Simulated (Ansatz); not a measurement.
# Ta5C4: the cost of one run

Computed with Ansatz 0.2.0 (DFT PBE, scalar-relativistic, plane waves, PAW, unless a step's input says otherwise).

1 further run of the same task is left out (set aside as unsound or not needed).

### 1 The system as given

The structure is cubic, space group Fm-3m (No. 225). Conventional cell: a = 4.475 Å, b = 4.475 Å, c = 4.475 Å, α = 90.00°, β = 90.00°, γ = 90.00°. Around Ta (site symmetry m-3m) lie 6 C at 2.24 Å. C (site symmetry m-3m) is surrounded by 6 Ta at 2.24 Å.

Coordinates:

```
Ta C
1.0
     0.00000    2.23763    2.23763
     2.23763    0.00000    2.23763
     2.23763    2.23763    0.00000
Ta C
1 1
Direct
  0.00000 0.00000 0.00000
  0.50000 0.50000 0.50000
```

This cell was relaxed beforehand with the same method: volume 11.20 Å³/atom, gap on the mesh none (metal).

The bulk reference comes from a run made before at the same settings: -5092.1940 eV/atom.

### 2 The (111) slab

Planes are indexed in the bulk's conventional cell (Fm-3m (No. 225)), a = 4.475 Å, b = 4.475 Å, c = 4.475 Å, α = 90.00°, β = 90.00°, γ = 90.00°.

The slab is a (111) slab, 10.3 Å thick as cut, with 15 Å of vacuum; its outer planes are Ta (top) and Ta (bottom).

The slab as cut. Layers, bottom to top:

```tsv
plane	atoms per cell	height over the lowest (Å)
1	Ta	0.00
2	C	1.29
3	Ta	2.58
4	C	3.88
5	Ta	5.17
6	C	6.46
7	Ta	7.75
8	C	9.04
9	Ta	10.34
```

### 3 The slab as cut, atoms at the bulk's places

The cell repeats along c, and a dipole correction in the vacuum removes the field between the copies.

Input file input.yaml:

```yaml
crystal:
  lattice:
    - [3.1644852889, 0.0, 0.0]
    - [-1.5822426445, 2.7405246501, 0.0]
    - [0.0, 0.0, 25.3351656753]
  atoms:
    - { symbol: Ta, position: [0.6666666667, 0.3333333333, 0.2960312199] }
    - { symbol: C, position: [0.0, 0.0, 0.3470234149] }
    - { symbol: Ta, position: [0.3333333333, 0.6666666667, 0.3980156099] }
    - { symbol: C, position: [0.6666666667, 0.3333333333, 0.449007805] }
    - { symbol: Ta, position: [0.0, 0.0, 0.5] }
    - { symbol: C, position: [0.3333333333, 0.6666666667, 0.550992195] }
    - { symbol: Ta, position: [0.6666666667, 0.3333333333, 0.6019843901] }
    - { symbol: C, position: [0.0, 0.0, 0.6529765851] }
    - { symbol: Ta, position: [0.3333333333, 0.6666666667, 0.7039687801] }
basis:
  ecutwfc: 420
kpoints:
  mp_grid: { grid: [12, 12, 1] }
hamiltonian:
  xc: pbe
scf:
  occupations: { method: gaussian, width: 0.1 }
output:
  forces: true
  stress: true
  eigenvalues: true
efield:
  axis: 3
  dipole_correction: true
  ramp_width: 0.04
```

Started as:

```bash
ansatz run input.yaml --threads 1 --pin off --max-ram 2560MiB --backend cpu --events-out ev --progress --plain --runs-dir out
```

What time and memory should one allow on 1 thread of Intel Xeon Platinum 8259CL at 2.50GHz (Skylake/Cascade Lake), shared host?

About 20 s, with a peak of 0.54 GiB.
